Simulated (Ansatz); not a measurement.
The system is CoO.

```
Co O
1.0
     0.00000    2.34364    2.34364
     2.34364    0.00000    2.34364
     2.34364    2.34364    0.00000
Co O
1 1
Cartesian
  0.0000 0.0000 0.0000
  1.1718 1.1718 1.1718
```

Measurements of this composition are mostly on another form, of space group No. 225.

Base run:

* Program: Ansatz 0.2.0
* Functional: PBE
* Potentials or basis: Ansatz PAW
* Cutoff: 420 eV (not typed: the program's choice for these potentials)
* k mesh: 10 × 10 × 10
* Occupations: fermi-dirac, width 0.05 eV
* Spin: no spin polarisation

Its results: band gap on the k mesh none (metal or under the smearing width); pressure -24.6 GPa.

Question: The run is repeated on the same cell with these changes: spin from no spin polarisation to collinear spin, ferromagnetic start. What comes out?

Answer: Band gap on the k mesh none (metal or under the smearing width); pressure -12.3 GPa; net moment 2.98 μB per cell; site moments Co +2.42; O +0.34 μB.

Caveats: semilocal functionals often make such compounds metallic where correlation or magnetic order opens a gap, which also shifts bond lengths; an odd number of electrons without spin polarisation forces a metal (some runs); a magnetic or distorted state may lie lower (some runs); a cell with one magnetic atom can't hold antiferromagnetic order, which such compounds often take (some runs).
